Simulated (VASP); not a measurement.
# Ir (Fm-3m) in VASP: single point with PBEsol

Aim: the single point of Ir with PBEsol.

Everything below comes from runs of VASP 6.6.1. Logs are shortened: lines on timing, memory, paths and dates and some standing lists are left out, and cuts for length are marked.

### Step 1. The crystal as given

The structure is cubic, space group Fm-3m (No. 225). The conventional cell has a = 3.834 Å, b = 3.834 Å, c = 3.834 Å, α = 90.00°, β = 90.00°, γ = 90.00°. Ir (site symmetry m-3m) has 12 Ir at 2.71 Å as nearest neighbours.

### Step 2. Single point, PBEsol, non-collinear spin, zero start, spin-orbit coupling

INCAR

```
SYSTEM = Ir
PREC = Accurate
ENCUT = 520
EDIFF = 1E-7
ISMEAR = 0
SIGMA = 0.1
LREAL = .FALSE.
LASPH = .TRUE.
NELM = 80
ALGO = Fast
ISIF = 2
LWAVE = .FALSE.
LCHARG = .FALSE.
LNONCOLLINEAR = .TRUE.
MAGMOM = 0 0 0
LORBIT = 11
LSORBIT = .TRUE.
GGA_COMPAT = .FALSE.
LMAXMIX = 4
GGA = PS
NBANDS = 20
```

KPOINTS

```
Automatic mesh
0
G
  18 18 18
  0 0 0
```

POSCAR

```
Ir
1.0
    0.0000000000      1.9169000000      1.9169000000
    1.9169000000      0.0000000000      1.9169000000
    1.9169000000      1.9169000000      0.0000000000
Ir
1
Direct
    0.0000000000      0.0000000000      0.0000000000
```

Potentials or basis: VASP PAW PBE potentials, release 64 (Ir).

Launch:

```bash
> cat potpaw_PBE.64/Ir/POTCAR > POTCAR
> mpirun -np 1 vasp_ncl > vasp.out
```

OUTCAR:

```text
SYSTEM = Ir
   PREC = Accurate
   ENCUT = 520
   EDIFF = 1E-7
   ISMEAR = 0
   LREAL = .FALSE.
   LASPH = .TRUE.
   NELM = 80
   ISIF = 2
   LNONCOLLINEAR = .TRUE.
   LORBIT = 11
   LSORBIT = .TRUE.
   GGA = PS

 ion  position               nearest neighbor table
   1  0.000  0.000  0.000-

  LATTYP: Found a face centered cubic cell.
 ALAT       =     3.8338000000

  Lattice vectors:

 A1 = (   0.0000000000,   1.9169000000,   1.9169000000)
 A2 = (   1.9169000000,   0.0000000000,   1.9169000000)
 A3 = (   1.9169000000,   1.9169000000,   0.0000000000)

Analysis of symmetry for initial positions (statically):
=====================================================================
 Subroutine PRICEL returns:
 Original cell was already a primitive cell.

 Routine SETGRP: Setting up the symmetry group for a
 face centered cubic supercell.

 Subroutine GETGRP returns: Found 48 space group operations
 (whereof 48 operations were pure point group operations)
 out of a pool of 48 trial point group operations.

The static configuration has the point symmetry O_h .

Analysis of symmetry for dynamics (positions and initial velocities):
=====================================================================
 Subroutine PRICEL returns:
 Original cell was already a primitive cell.

 Routine SETGRP: Setting up the symmetry group for a
 face centered cubic supercell.

 Subroutine GETGRP returns: Found 48 space group operations
 (whereof 48 operations were pure point group operations)
 out of a pool of 48 trial point group operations.

The dynamic configuration has the point symmetry O_h .

Analysis of structural, dynamic, and magnetic symmetry:
=====================================================================
 Subroutine PRICEL returns:
 Original cell was already a primitive cell.

 Routine SETGRP: Setting up the symmetry group for a
 face centered cubic supercell.

 Subroutine GETGRP returns: Found 48 space group operations
 (whereof 48 operations were pure point group operations)
 out of a pool of 48 trial point group operations.

The overall configuration has the point symmetry O_h .

 Subroutine INISYM returns: Found 48 space group operations
 (whereof 48 operations are pure point group operations),
 and found     1 'primitive' translations

----------------------------------------------------------------------------------------

                                     Primitive cell

  volume of cell :      14.0873

  direct lattice vectors                    reciprocal lattice vectors
     0.000000000  1.916900000  1.916900000    -0.260837811  0.260837811  0.260837811
     1.916900000  0.000000000  1.916900000     0.260837811 -0.260837811  0.260837811
     1.916900000  1.916900000  0.000000000     0.260837811  0.260837811 -0.260837811

  length of vectors
     2.710905978  2.710905978  2.710905978     0.451784341  0.451784341  0.451784341

  position of ions in fractional coordinates (direct lattice)
     0.000000000  0.000000000  0.000000000

  ion indices of the primitive-cell ions
   primitive index   ion index
                 1           1

----------------------------------------------------------------------------------------

 KPOINTS: Automatic mesh

Automatic generation of k-mesh.
 Grid dimensions read from file:
 generate k-points for:   18   18   18

 Generating k-lattice:

  Cartesian coordinates                     Fractional coordinates (reciprocal lattice)
    -0.014490990  0.014490990  0.014490990     0.055555556  0.000000000  0.000000000
     0.014490990 -0.014490990  0.014490990     0.000000000  0.055555556  0.000000000
     0.014490990  0.014490990 -0.014490990     0.000000000  0.000000000  0.055555556

  Length of vectors
     0.025099130  0.025099130  0.025099130

  Shift w.r.t. Gamma in fractional coordinates (k-lattice)
     0.000000000  0.000000000  0.000000000

 Subroutine IBZKPT returns following result:
 ===========================================

 Found    195 irreducible k-points:

 Following reciprocal coordinates:
            Coordinates               Weight
  0.000000  0.000000  0.000000      1.000000
  0.055556  0.000000  0.000000      8.000000
  0.111111  0.000000  0.000000      8.000000
  0.166667  0.000000  0.000000      8.000000
  0.222222  0.000000  0.000000      8.000000
  0.277778  0.000000  0.000000      8.000000
[... 16 lines left out ...]
 -0.277778  0.055556  0.000000     24.000000
 -0.222222  0.055556  0.000000     24.000000
 [... further k-points ...]
   k-points           NKPTS =    195   k-points in BZ     NKDIM =    195   number of bands    NBANDS=     20
   number of dos      NEDOS =    301   number of ions     NIONS =      1
   total plane-waves  NPLWV =   8000
   dimension x,y,z NGX =    20 NGY =   20 NGZ =   20
   dimension x,y,z NGXF=    40 NGYF=   40 NGZF=   40
   ions per type =               1
   NGX,Y,Z   is equivalent  to a cutoff of  12.26, 12.26, 12.26 a.u.
   NGXF,Y,Z  is equivalent  to a cutoff of  24.53, 24.53, 24.53 a.u.
 SYSTEM =  Ir
   PREC   = accura    normal or accurate (medium, high low for compatibility)
   ISTART =      0    job   : 0-new  1-cont  2-samecut
   ICHARG =      2    charge: 1-file 2-atom 10-const
   ISPIN  =      1    spin polarized calculation?
   LNONCOLLINEAR =      T non collinear calculations
   LSORBIT =      T    spin-orbit coupling
   LASPH  =      T    aspherical Exc in radial PAW
   ENCUT  =  520.0 eV  38.22 Ry    6.18 a.u.   5.04  5.04  5.04*2*pi/ulx,y,z
   NELM   =     80;   NELMIN=  2; NELMDL= -5     # of ELM steps
   EDIFF  = 0.1E-06   stopping-criterion for ELM
   LREAL  =      F    real-space projection
   EDIFFG = 0.1E-05   stopping-criterion for IOM
   NSW    =      0    number of steps for IOM
   IBRION =     -1    ionic relax: 0-MD 1-quasi-New 2-CG
   NFREE  =      0    steps in history (QN), initial steepest desc. (CG)
   ISIF   =      2    stress and relaxation
   ISYM   =      2    0-nonsym 1-usesym 2-fastsym
   POTIM  = 0.5000    time-step for ionic-motion
   TEBEG  =    0.0;   TEEND  =   0.0 temperature during run
   PSTRESS=    0.0 pullay stress
   NELECT =       9.0000    total number of electrons
   NUPDOWN=      -1.0000    fix difference up-down
   EMIN   =  10.00;   EMAX   =-10.00  energy-range for DOS
   EFERMI =   0.00;   METHOD = LEGACY
   ISMEAR =     0;   SIGMA  =   0.10  broadening in eV -4-tet -1-fermi 0-gaus
   EFERMI_NEDOS =   21; number of points for ismear=-14 and -15
   IALGO  =     68    algorithm
   IMIX   =      4    mixing-type and parameters
     AMIX     =   0.40;   BMIX     =  1.00
     AMIX_MAG =   1.60;   BMIX_MAG =  1.00
  volume/ion in A,a.u.               =      14.09        95.07
  Fermi-wavevector in a.u.,A,eV,Ry     =   1.409980  2.664475 27.048966  1.988043
  Thomas-Fermi vector in A             =   2.531980
   LORBIT       =     11    0 simple, 1 ext, 2 COOP (PROOUT), +10 PAW based schemes
   GGA     = PS    functional components
   LHFCALC =     F    Hartree Fock is set to
   AEXX    =    0.0000 exact exchange contribution
   IVDW    =     0    specifies the selected vdW correction
   LEPSILON=     F    determine dielectric tensor
   LRPA    =     F    only Hartree local field effects (RPA)
 RMM-DIIS sequential band-by-band and
 Gauss-broadening in eV      SIGMA  =   0.10
  energy-cutoff  :      520.00
  volume of cell :       14.09
 maximum number of plane-waves:       784
   NGX =  9   NGY =  9   NGZ =  9

 number of electron       9.0000000 magnetization       0.0000000      0.0000000      0.0000000

 number of electron       9.0000000 magnetization      -0.0000000      0.0000000      0.0000000

 number of electron       9.0000000 magnetization      -0.0000000     -0.0000000      0.0000000

 Free energy of the ion-electron system (eV)
  ---------------------------------------------------
  ext. energy  EPLUGINS =         0.00000000
  ---------------------------------------------------
  free energy    TOTEN  =       -10.20660390 eV

  energy without entropy =      -10.20110736  energy(sigma->0) =      -10.20385563

 E-fermi :  10.4029     XC(G=0): -14.1258

 val. band max:       10.3981193111   @ k =  -0.2778   0.0556   0.0000
 cond. band min:      10.4164359425   @ k =  -0.3333   0.3333   0.0000
 fundamental gap:      0.0183166314
 Fermi energy:        10.4028845584

 k-point     1 :       0.0000    0.0000    0.0000
  band No.  band energies     occupation
      1      -0.9128      1.00000
      2      -0.9128      1.00000
      3       6.0398      1.00000
      4       6.0398      1.00000
      5       6.0398      1.00000
      6       6.0398      1.00000
[... 12 lines left out ...]
     19      30.3954      0.00000
[... 513 lines left out ...]
      4       5.6071      1.00000
      5       6.3613      1.00000
      6       6.3613      1.00000
[... 12 lines left out ...]
     19      33.6812      0.00000
     20      33.6815      0.00000

 [... further k-points ...]

------------------------ aborting loop because EDIFF is reached ----------------------------------------

  FORCE on cell =-STRESS in cart. coord.  units (eV):
  Direction    XX          YY          ZZ          XY          YZ          ZX
  --------------------------------------------------------------------------------------
  -------------------------------------------------------------------------------------
  Total        0.0819657      0.0819657      0.0819657     -0.0000000      0.0000000      0.0000000
  in kB        9.3221128      9.3221128      9.3221128     -0.0000000      0.0000000      0.0000000
  external PRESSURE =       9.3221128 kB  Pullay stress =       0.0000000 kB

 VOLUME and BASIS-vectors are now :
 -----------------------------------------------------------------------------
  energy-cutoff  :      520.00
  volume of cell :       14.09
      direct lattice vectors                 reciprocal lattice vectors
     0.000000000  1.916900000  1.916900000    -0.260837811  0.260837811  0.260837811
     1.916900000  0.000000000  1.916900000     0.260837811 -0.260837811  0.260837811
     1.916900000  1.916900000  0.000000000     0.260837811  0.260837811 -0.260837811

 POSITION                                       TOTAL-FORCE (eV/Angst)
 -----------------------------------------------------------------------------------
      0.00000      0.00000      0.00000        -0.000000      0.000000      0.000000
 -----------------------------------------------------------------------------------
    total drift:                                0.000000      0.000000      0.000000

  FREE ENERGIE OF THE ION-ELECTRON SYSTEM (eV)
  ---------------------------------------------------
  free  energy   TOTEN  =       -10.2066039012 eV

  energy  without entropy=      -10.2011073610  energy(sigma->0) =      -10.20385563

 Spin-Orbit-Coupling matrix elements

 Ion:    1  E_soc:     -0.7721537
 l=   1
     0.0000000    -0.0393555    -0.0393555
    -0.0393555     0.0000000    -0.0393555
    -0.0393555    -0.0393555     0.0000000
 l=   2
     0.0000000    -0.0155142     0.0000000    -0.0155142    -0.0738225
    -0.0155142     0.0000000    -0.0553669    -0.0155142    -0.0184556
     0.0000000    -0.0553669     0.0000000    -0.0553669     0.0000000
    -0.0155142    -0.0155142    -0.0553669     0.0000000    -0.0184556
    -0.0738225    -0.0184556     0.0000000    -0.0184556     0.0000000
 l=   3
     0.0000000     0.0000000     0.0000000     0.0000000     0.0000000     0.0000000     0.0000000
     0.0000000     0.0000000     0.0000000     0.0000000     0.0000000     0.0000000     0.0000000
     0.0000000     0.0000000     0.0000000     0.0000000     0.0000000     0.0000000     0.0000000
     0.0000000     0.0000000     0.0000000     0.0000000     0.0000000     0.0000000     0.0000000
     0.0000000     0.0000000     0.0000000     0.0000000     0.0000000     0.0000000     0.0000000
     0.0000000     0.0000000     0.0000000     0.0000000     0.0000000     0.0000000     0.0000000
     0.0000000     0.0000000     0.0000000     0.0000000     0.0000000     0.0000000     0.0000000

 total charge

# of ion       s       p       d       tot
------------------------------------------
    1        0.673   0.760   6.972   8.405

 magnetization (x)

# of ion       s       p       d       tot
------------------------------------------
    1        0.000  -0.000   0.000  -0.000

 magnetization (y)

# of ion       s       p       d       tot
------------------------------------------
    1       -0.000   0.000   0.000   0.000

 magnetization (z)

# of ion       s       p       d       tot
------------------------------------------
    1       -0.000  -0.000   0.000  -0.000
```

Run time: 2.1 min. Hardware: 1 thread of Intel Xeon Platinum 8375C at 2.90GHz (Ice Lake), shared host; peak memory 0.22 GiB.

Results:

```
Free energy                                           : -10.2066 eV
Pressure                                              : 0.9 GPa
Net moment                                            : 0.00 μB per cell
Valence electrons inside the program's atomic spheres : Ir 8.40
```

Moments on the atoms (μB; x, y, z):
```
Ir  0.00 0.00 0.00
```

Caveat: the PAW data sets were made with another functional, which shifts forces and pressure a little.
